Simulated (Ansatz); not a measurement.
# Band structure of TaN

```xyz
4
Lattice="3.0480 0.0000 0.0000 -1.5240 2.6396 0.0000 0.0000 0.0000 4.9180" Properties=species:S:1:pos:R:3 pbc="T T T"
Ta    0.0000    0.0000    0.0000
Ta    0.0000    0.0000    2.4590
N     0.0000    1.7598    1.2295
N     1.5240    0.8799    3.6885
```

Atom numbers follow the list: Ta1, Ta2, N3, N4.

The geometry is COD entry 1523630, unchecked; take it as a test cell.

No spin–orbit coupling, which matters for the heavy atoms here.

Level of theory: DFT, PBEsol, all-electron LAPW, scalar-relativistic in Ansatz 0.2.0.

Settings: a Γ-centred 9×9×5 k mesh, Fermi–Dirac smearing of 0.01 eV, basis error target 0.5 meV/atom, no spin polarisation.

Points in fractions of the reciprocal vectors of this cell: Γ (0, 0, 0), M (0.5, 0, 0), K (0.333, 0.333, 0), A (0, 0, 0.5), L (0.5, 0, 0.5), H (0.333, 0.333, 0.5). The path joins them by straight lines in the order Γ–M–K–Γ–A–L–H–A–L; legs that retrace an earlier one aren't tabulated. Energies are in eV from the Fermi level.

Q: Metal or insulator at this level of theory?

A: No gap opens: metallic or semimetallic.

Q: Tabulate bands 48 to 55, counted from the lowest band of the run, along the path.

A: 
| k (1/Å) | point | band 48 | band 49 | band 50 | band 51 | band 52 | band 53 | band 54 | band 55 |
| --- | --- | --- | --- | --- | --- | --- | --- | --- | --- |
| 0.00 | Γ | -5.25 | -3.55 | -3.55 | -3.54 | -1.85 | -1.85 | -0.63 | -0.63 |
| 0.17 |  | -5.28 | -4.08 | -3.98 | -3.90 | -1.64 | -1.38 | -0.47 | -0.20 |
| 0.34 |  | -5.79 | -4.83 | -4.67 | -4.44 | -1.32 | -0.48 | 0.00 | 0.53 |
| 0.51 |  | -6.86 | -5.61 | -4.76 | -4.70 | -0.85 | 0.47 | 0.75 | 0.94 |
| 0.68 |  | -6.67 | -6.03 | -4.78 | -4.67 | -0.17 | 0.92 | 1.31 | 1.71 |
| 0.85 |  | -6.30 | -5.83 | -4.75 | -4.60 | 0.64 | 0.65 | 1.93 | 2.75 |
| 1.02 |  | -5.93 | -5.33 | -4.96 | -4.39 | 0.36 | 1.31 | 2.30 | 3.59 |
| 1.19 | M | -5.70 | -5.15 | -5.09 | -4.30 | 0.23 | 1.56 | 2.42 | 3.87 |
| 1.29 |  | -5.60 | -5.40 | -5.14 | -4.08 | 0.28 | 1.52 | 2.32 | 3.96 |
| 1.39 |  | -5.88 | -5.34 | -5.30 | -3.68 | 0.40 | 1.39 | 2.06 | 4.14 |
| 1.48 |  | -6.42 | -5.53 | -4.99 | -3.24 | 0.62 | 1.18 | 1.68 | 3.80 |
| 1.58 |  | -6.99 | -5.81 | -4.64 | -2.79 | 0.90 | 0.91 | 1.28 | 3.34 |
| 1.68 |  | -7.16 | -6.09 | -4.33 | -2.34 | 0.60 | 0.89 | 1.28 | 2.89 |
| 1.78 |  | -6.85 | -6.37 | -4.12 | -1.97 | 0.37 | 0.58 | 1.69 | 2.46 |
| 1.88 | K | -6.60 | -6.60 | -4.05 | -1.81 | 0.36 | 0.36 | 2.08 | 2.08 |
| 2.07 |  | -6.90 | -6.41 | -4.31 | -2.29 | 0.22 | 1.19 | 1.52 | 2.52 |
| 2.27 |  | -6.92 | -6.75 | -4.89 | -3.10 | 0.25 | 1.22 | 2.12 | 2.81 |
| 2.47 |  | -6.75 | -6.61 | -5.51 | -3.81 | 0.15 | 1.12 | 1.79 | 2.52 |
| 2.66 |  | -6.50 | -5.99 | -5.72 | -4.29 | -0.26 | 0.65 | 1.06 | 1.25 |
| 2.86 |  | -5.88 | -5.10 | -5.02 | -4.51 | -0.91 | -0.41 | 0.22 | 0.70 |
| 3.06 |  | -5.30 | -4.15 | -4.11 | -4.07 | -1.53 | -1.31 | -0.42 | -0.09 |
| 3.25 | Γ | -5.25 | -3.55 | -3.55 | -3.54 | -1.85 | -1.85 | -0.63 | -0.63 |
| 3.34 |  | -5.23 | -3.69 | -3.69 | -3.54 | -1.81 | -1.81 | -0.49 | -0.49 |
| 3.43 |  | -5.25 | -4.04 | -4.04 | -3.47 | -1.68 | -1.68 | -0.14 | -0.14 |
| 3.53 |  | -5.41 | -4.49 | -4.49 | -3.20 | -1.46 | -1.46 | 0.27 | 0.27 |
| 3.62 |  | -5.75 | -4.97 | -4.97 | -2.66 | -1.17 | -1.17 | 0.58 | 0.58 |
| 3.71 |  | -6.21 | -5.45 | -5.45 | -1.90 | -0.81 | -0.81 | 0.63 | 0.63 |
| 3.80 |  | -6.72 | -5.91 | -5.91 | -0.97 | -0.40 | -0.40 | 0.41 | 0.41 |
| 3.89 | A | -6.34 | -6.34 | -6.34 | 0.03 | 0.03 | 0.03 | 0.03 | 0.07 |
| 4.06 |  | -6.31 | -6.04 | -6.04 | -0.24 | -0.24 | 0.06 | 0.06 | 0.26 |
| 4.23 |  | -6.27 | -5.61 | -5.61 | -0.80 | -0.80 | 0.20 | 0.20 | 0.67 |
| 4.40 |  | -6.23 | -5.36 | -5.36 | -1.36 | -1.36 | 0.54 | 0.54 | 1.17 |
| 4.57 |  | -6.23 | -5.37 | -5.37 | -1.68 | -1.68 | 1.14 | 1.14 | 1.66 |
| 4.74 |  | -6.26 | -5.62 | -5.62 | -1.69 | -1.69 | 1.97 | 1.97 | 2.17 |
| 4.91 |  | -6.30 | -5.90 | -5.90 | -1.58 | -1.58 | 2.72 | 2.72 | 2.86 |
| 5.08 | L | -6.31 | -6.02 | -6.02 | -1.52 | -1.52 | 3.03 | 3.03 | 3.33 |
| 5.18 |  | -6.51 | -5.87 | -5.87 | -1.48 | -1.48 | 2.89 | 2.89 | 3.27 |
| 5.28 |  | -6.79 | -5.70 | -5.70 | -1.36 | -1.36 | 2.59 | 2.59 | 3.11 |
| 5.38 |  | -7.02 | -5.62 | -5.62 | -1.17 | -1.17 | 2.24 | 2.24 | 2.91 |
| 5.47 |  | -7.14 | -5.66 | -5.66 | -0.94 | -0.94 | 1.90 | 1.90 | 2.74 |
| 5.57 |  | -7.09 | -5.80 | -5.80 | -0.69 | -0.69 | 1.60 | 1.60 | 2.64 |
| 5.67 |  | -6.93 | -5.98 | -5.98 | -0.50 | -0.50 | 1.40 | 1.40 | 2.58 |
| 5.77 | H | -6.83 | -6.09 | -6.09 | -0.42 | -0.42 | 1.34 | 1.34 | 2.56 |
| 5.96 |  | -7.17 | -5.72 | -5.72 | -0.65 | -0.65 | 1.25 | 1.25 | 2.82 |
| 6.16 |  | -7.39 | -5.20 | -5.20 | -1.05 | -1.05 | 0.74 | 0.74 | 3.21 |
| 6.36 |  | -7.08 | -4.88 | -4.88 | -1.34 | -1.34 | 0.19 | 0.19 | 2.85 |
| 6.55 |  | -6.65 | -4.97 | -4.97 | -1.26 | -1.26 | -0.12 | -0.12 | 1.97 |
| 6.75 |  | -6.38 | -5.41 | -5.41 | -0.82 | -0.82 | -0.13 | -0.13 | 1.05 |
| 6.95 |  | -6.32 | -5.96 | -5.96 | -0.28 | -0.28 | 0.00 | 0.00 | 0.35 |
| 7.14 | A | -6.34 | -6.34 | -6.34 | 0.03 | 0.03 | 0.03 | 0.03 | 0.07 |
